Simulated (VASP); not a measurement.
**Te2Mo: equation of state with PBE**

Slab: Te2Mo, a slab with vacuum.

```
CELL_PARAMETERS angstrom
3.56039 0.00000 0.00000
-1.78020 3.08339 0.00000
0.00000 0.00000 24.81126
ATOMIC_POSITIONS crystal
Te 0.33333 0.66667 0.22364
Te 0.66667 0.33333 0.92063
Te 0.66667 0.33333 0.77636
Te 0.33333 0.66667 0.07937
Mo 0.66667 0.33333 0.15154
Mo 0.33333 0.66667 0.84846
```

```yaml
Program: VASP 6.6.1
Task: equation of state
Functional: PBE
Potentials_or_basis: VASP PAW PBE potentials, release 64 (Te, Mo_sv)
Cutoff: 520 eV
k_mesh: 9 × 9 × 2
Occupations: fermi-dirac, width 0.05 eV
Spin: no spin polarisation
```

```yaml
Equilibrium_volume: 45.84 Å³/atom
Bulk_modulus_at_fixed_shape_and_positions: 52 GPa
Pressure_derivative_of_the_bulk_modulus: 4.5
```

Energy against volume, from the lowest point:
```
volume (Å³/atom)  energy (meV/atom)
          42.673              39.48
          43.581              18.95
          44.489               6.05
          45.397               0.00
          46.305               0.07
          47.213               5.64
          48.120              16.11
```

All runs of the series together: 38 min on 1 thread of Intel(R) Xeon(R) 6975P-C (Granite Rapids), with other jobs on the host.

Caveat: the cell was scaled at fixed shape and fractional positions, which overstates the stiffness of a crystal with free parameters, most of all of layers and chains. Spin-orbit coupling is left out, which matters for the levels of Te.
